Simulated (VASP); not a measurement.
Runs of VASP 6.6.1 on Y. The structure is cubic, space group Fm-3m (No. 225). The conventional cell has a = 5.121 Å, b = 5.121 Å, c = 5.121 Å, α = 90.00°, β = 90.00°, γ = 90.00°. Y (site symmetry m-3m) has 12 Y at 3.62 Å as nearest neighbours. The cell was built by a generator and needn't be a form met in nature.

```tsv
task	cell	k mesh	cutoff (eV)	gap on the mesh (eV)	pressure (GPa)
single point	Fm-3m, 33.57 Å³/atom	11 × 11 × 11	520	none	-0.1
single point	Fm-3m, 34.91 Å³/atom	12 × 12 × 12	520	none	-1.5
single point	Fm-3m, 37.59 Å³/atom	12 × 12 × 12	520	none	(a)
single point	Fm-3m, 33.57 Å³/atom	17 × 17 × 17	520	none	-0.1
relaxation of cell and atoms	relaxed	11 × 11 × 11	600	none	0.0
```

Alike in all rows: level revPBE; potentials or basis VASP PAW PBE potentials, release 64 (Y_sv); no spin polarisation; smearing fermi-dirac 0.1 eV.

Task: Fill in the values left out.

Result: (a) -3.5.

Caveats: the PAW data sets were made with another functional, which shifts forces and pressure a little.

A k mesh can miss the band edges, and the runs leave out spin-orbit coupling on Y.

A gap of «none» marks a metal or a gap under the smearing width.
